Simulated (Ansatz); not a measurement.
Runs of Ansatz 0.2.0 on WC. Symmetry: Fm-3m, No. 225, cubic system. The conventional cell has a = 4.385 Å, b = 4.385 Å, c = 4.385 Å, α = 90.00°, β = 90.00°, γ = 90.00°. W (site symmetry m-3m) is surrounded by 6 C at 2.19 Å. Around C (site symmetry m-3m) lie 6 W at 2.19 Å. Measurements of this composition are mostly on another form, of space group No. 187.

```csv
level,U,hubbard projectors,double counting,gap on the mesh (eV),pressure (GPa),relaxed volume (Å³/atom)
PBEsol+U,W d U = 4 eV,ortho-atomic (the default),fll (the default),none,0.0,10.27
PBEsol+D4,-,-,-,none,0.0,(a)
PBEsol+U,W d U = 5 eV,ortho-atomic (the default),fll (the default),none,0.0,10.27
PBEsol+D3(BJ)-ATM,-,-,-,none,0.0,10.11
PBEsol+D3(BJ),-,-,-,none,0.0,10.07
```

Alike in all rows: task relaxation of cell and atoms; potentials or basis Ansatz PAW; no spin polarisation; cell relaxed; k mesh 10 × 10 × 10; cutoff (eV) 420; smearing fermi-dirac 0.05 eV.

**Question.** Fill in the values left out.

**Answer.** (a) 10.15.

Caveats: the plane-wave basis is chosen anew once the cell has moved, so the energies of steps on either side of that aren't comparable; the PAW data sets come from PBE, with cores solved anew for the run's functional, which leaves a small shift of forces and pressure; pairwise dispersion overbinds metals, which lowers pressure and volume (some runs); U without spin polarisation on a metal has little footing (some runs); the U is typed as a test and isn't derived for this compound (some runs).

A k mesh can miss the band edges, and the runs leave out spin-orbit coupling on W.

A gap of «none» marks a metal or a gap under the smearing width.
